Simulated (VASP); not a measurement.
Set up this calculation in VASP 6.6.1, as the native input.

* Task: relaxation of the atoms
* Functional: PBEsol
* Potentials or basis: VASP PAW PBE potentials, release 64 (Be, Te)
* Cutoff: 600 eV
* k mesh: 8 × 8 × 8
* Occupations: gaussian, width 0.03 eV
* Spin: no spin polarisation
* Further INCAR settings: ALGO = Fast; EDIFF = 1e-07; IBRION = 2; EDIFFG = -0.01; NSW = 40

The structure of BeTe lies in POSCAR:

```
BeTe                                    
1.0
    0.0000000000      2.8611712407      2.8611712407
    2.8611712407      0.0000000000      2.8611712407
    2.8611712407      2.8611712407      0.0000000000
  Be              Te            
     1     1
Direct
     0.0000000000000000    0.0000000000000000    0.0000000000000000
     0.2500000000000000    0.2500000000000000    0.2500000000000000
```

The cell isn't the ideal one: a relaxed cell with its volume scaled by 1.06.

One way to write it, as run:

INCAR

```
PREC     = Accurate       # precision mode
ENCUT    = 600            # plane-wave cutoff, eV
EDIFF    = 1E-7           # SCF threshold, eV
ISMEAR   = 0              # smearing method
SIGMA    = 0.03           # smearing width, eV
LREAL    = False          # projectors in reciprocal space
LASPH    = True           # aspherical terms in the spheres
NELM     = 80             # most SCF steps
ALGO     = Fast           # electronic algorithm
ISIF     = 2              # what is computed and relaxed
LWAVE    = False          # write WAVECAR
LCHARG   = False          # write CHGCAR
GGA      = PS             # functional
IBRION   = 2              # ionic algorithm
NSW      = 40             # ionic steps
EDIFFG   = -0.01          # ionic threshold
```

KPOINTS

```
regular mesh
0
Gamma
  8 8 8
```

Potentials or basis: VASP PAW PBE potentials, release 64 (Be, Te).

Launch:

```sh
$ cat potpaw_PBE.64/Be/POTCAR potpaw_PBE.64/Te/POTCAR > POTCAR
$ mpirun -np 1 vasp_std > vasp.out
```

It gave:

The pressure after relaxing is -3.1 GPa and the band gap on the k mesh is 1.97 eV, indirect (least direct gap 3.40 eV).

Caveat: the relaxation stopped at its first step, so nothing moved; the PAW data sets were made with another functional, which shifts forces and pressure a little; spin-orbit coupling is left out, which moves the levels of the heavy elements.

Wall time 8.3 s on 1 thread of AMD EPYC 9R45 (Zen 5), with other jobs on the host, peak memory 0.15 GiB.
